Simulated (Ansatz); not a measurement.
Wanted: the native input for an Ansatz 0.2.0 run.

| Property | Result |
| --- | --- |
| Task | single point |
| Functional | PBEsol |
| Potentials or basis | Ansatz PAW |
| Cutoff | 420 eV (not typed: the program's choice for these potentials) |
| k mesh | 7 × 7 × 6 |
| Occupations | gaussian, width 0.1 eV |
| Spin | no spin polarisation |

The system is Se.

```xyz
3
Lattice="4.3662 0.0000 0.0000 -2.1831 3.7812 0.0000 0.0000 0.0000 4.9536" Properties=species:S:1:pos:R:3 pbc="T T T"
Se    1.6910    2.9289    0.0000
Se   -0.4921    0.8523    3.3024
Se    0.9841    0.0000    1.6512
```

The input as run:

input.yaml

```yaml
crystal:
  lattice:
    - [4.3662, 0.0, 0.0]
    - [-2.1831, 3.781240118, 0.0]
    - [0.0, 0.0, 4.9536]
  atoms:
    - { symbol: Se, position: [0.7746, 0.7746, 0.0] }
    - { symbol: Se, position: [0.0, 0.2254, 0.6666666667] }
    - { symbol: Se, position: [0.2254, 0.0, 0.3333333333] }
hamiltonian:
  xc: pbesol
  pseudopotentials: { kind: paw }
kpoints:
  mp_grid: { grid: [7, 7, 6] }
scf:
  occupations: { method: gaussian, width: 0.1 }
output:
  forces: true
  stress: true
  eigenvalues: true
```

Potentials or basis: Ansatz PAW.

Run with:

```sh
$ ansatz run input.yaml --threads 2 --pin off --max-ram 5632MiB --backend cpu --events-out ev --progress --plain --runs-dir out
```

It gave:

```yaml
Pressure: 0.2 GPa
Largest_force: 0.287 eV/Å
Band_gap_on_the_k_mesh: 1.14 eV, indirect (least direct gap 1.44 eV)
```

Caveat: odd divisions of the mesh miss points on the zone boundary, where band edges often lie, so the gap on the mesh can be too wide; the PAW data sets come from PBE, with cores solved anew for the run's functional, which leaves a small shift of forces and pressure.

Run time: 6.5 s on 2 threads of Intel(R) Xeon(R) Processor @ 2.50GHz (Skylake/Cascade Lake), with other jobs on the host, peak memory 0.37 GiB.
